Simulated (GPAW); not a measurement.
Wanted: an ASE script for a GPAW 26.7.0 run.

| Item | Value |
| --- | --- |
| Task | optical spectrum |
| Functional | AM05 |
| Potentials or basis | PAW data sets generated in the run's folder for this functional |
| Cutoff | 450 eV |
| Basis | pw |
| k mesh | 9 × 9 × 9 |
| Occupations | fermi-dirac, width 0.05 eV |
| Spin | no spin polarisation |
| Eta | 0.1 eV |
| Response ecut | 50 eV |
| Scissors | 0 eV |
| Kernel | RPA |
| Maxiter | 150 |
| Response k mesh | 28 × 28 × 28 |
| Domega0 | 0.05 eV |
| Omega2 | 10 eV |
| Response bands | 19 |
| Directions | ["x"] |
| Intraband | yes |

The system is Ag.

```
CELL_PARAMETERS angstrom
0.00000 2.04275 2.04275
2.04275 0.00000 2.04275
2.04275 2.04275 0.00000
ATOMIC_POSITIONS crystal
Ag 0.00000 0.00000 0.00000
```

These files were run (other wordings do the same):

run.py

```python
from ase import Atoms
from ase.dft.bandgap import bandgap
from ase.io import write
from gpaw import GPAW, PW, setup_paths
from gpaw.response.df import DielectricFunction

setup_paths.insert(0, '.')

atoms = Atoms(['Ag'],
              cell=[[0.0, 2.04275, 2.04275],
                    [2.04275, 0.0, 2.04275],
                    [2.04275, 2.04275, 0.0]],
              scaled_positions=[[0.0, 0.0, 0.0]],
              pbc=True)

calc = GPAW(mode=PW(450),
            xc='AM05',
            kpts={'size': (9, 9, 9), 'gamma': True},
            occupations={'name': 'fermi-dirac', 'width': 0.05},
            nbands=18,
            convergence={'density': 1e-06},
            maxiter=150,
            txt='gpaw.txt')
atoms.calc = calc
energy = atoms.get_potential_energy()
calc.write('gs.gpw')
write('result.traj', atoms)
print(f'Energy: {energy:.6f} eV')
print('Fermi level:', round(calc.get_fermi_level(), 4), 'eV')
print(f'Gap: {bandgap(calc)[0]:.4f} eV, direct: {bandgap(calc, direct=True)[0]:.4f} eV')

dense = calc.fixed_density(kpts={'size': (28, 28, 28), 'gamma': True},
                           nbands=25, convergence={'bands': 19, 'eigenstates': 1e-7},
                           update_fermi_level=True, txt='dense.txt')
dense.write('dense.gpw', mode='all')

df = DielectricFunction('dense.gpw', frequencies={'type': 'nonlinear', 'domega0': 0.05, 'omega2': 10},
                        eta=0.1, ecut=50, nbands=19, rate='eta', txt='df.txt')
for direction in ['x']:
    df.get_dielectric_function(xc='RPA', direction=direction, filename=f'df_{direction}.csv')
```

Potentials or basis: PAW data sets generated in the run's folder for this functional, pw.

Run with:

```bash
$ gpaw-setup -f AM05 Ag
$ OMP_NUM_THREADS=1 python run.py
```

It gave:

```json
{"Band gap on the k mesh": "none (metal or under the smearing width)"}
```

Caveat: the intraband term hangs on this k mesh; the long-wavelength limit can be off by several per cent where d states take part; independent-particle spectra lack excitons.

It took 110 s on 1 thread of Arm Neoverse V1, with other jobs on the host, peak memory 0.39 GiB.
